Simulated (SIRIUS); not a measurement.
Here is a SIRIUS 7.10.0 calculation.

File sirius.json:

```json
{
  "control": {
    "processing_unit": "cpu",
    "verbosity": 1,
    "num_bands_to_print": 17,
    "print_forces": false,
    "print_stress": true
  },
  "parameters": {
    "electronic_structure_method": "pseudopotential",
    "xc_functionals": ["XC_GGA_X_PBE_SOL", "XC_GGA_C_PBE_SOL"],
    "gk_cutoff": 8.8,
    "pw_cutoff": 17.6,
    "ngridk": [8, 8, 8],
    "shiftk": [0, 0, 0],
    "smearing": "fermi_dirac",
    "smearing_width": 0.0018374661,
    "num_bands": 17,
    "num_mag_dims": 0,
    "num_dft_iter": 100,
    "energy_tol": 1e-08,
    "density_tol": 1e-06
  },
  "iterative_solver": {
    "type": "davidson",
    "min_tolerance": 1e-09,
    "tolerance_scale": [0.1, 0.25]
  },
  "mixer": {
    "type": "anderson",
    "beta": 0.7,
    "max_history": 8
  },
  "settings": {
    "tol_ne": 1e-10,
    "pseudo_grid_cutoff": 6.5
  },
  "unit_cell": {
    "lattice_vectors": [
      [0.0, 3.845592663613, 3.845592663613],
      [3.845592663613, 0.0, 3.845592663613],
      [3.845592663613, 3.845592663613, 0.0]
    ],
    "atom_coordinate_units": "lattice",
    "atom_types": ["Au"],
    "atom_files": {
      "Au": "Au.json"
    },
    "atoms": {
      "Au": [
        [0.0, 0.0, 0.0]
      ]
    }
  }
}
```

Potentials or basis: PseudoDojo 0.4.1 PBE standard (scalar relativistic).

Run with:

```bash
$ upf_to_json Au.upf
$ OMP_NUM_THREADS=1 sirius.scf --input=sirius.json --output=out.json --task=3 --volume_scale0=0.94 --volume_scale1=1.06 --num_eos_points=7
```

(1) What does it give for the equilibrium volume?

(2) Estimate the bulk modulus.

(3) What does it give for the pressure derivative of the bulk modulus?

Results:

(1) 17.09 Å³/atom.

(2) 174 GPa.

(3) 5.7.

Caveat: the potentials were made for another functional, which shifts forces and pressure.

**Experimental background.**

From “Exploring toroidal anvil profiles for larger sample volumes above 4 Mbar”, 2024, pmc:11102561, for a bulk crystal of Au: bulk modulus 167 GPa.

A measured bulk modulus of Au is 167 GPa (quoted in “Exploring toroidal anvil profiles for larger sample volumes above 4 Mbar”, 2024, pmc:11102561); the calculated 174 GPa misses it by +4.0 %. The fit is for a static lattice scaled at fixed shape and fixed fractional positions.
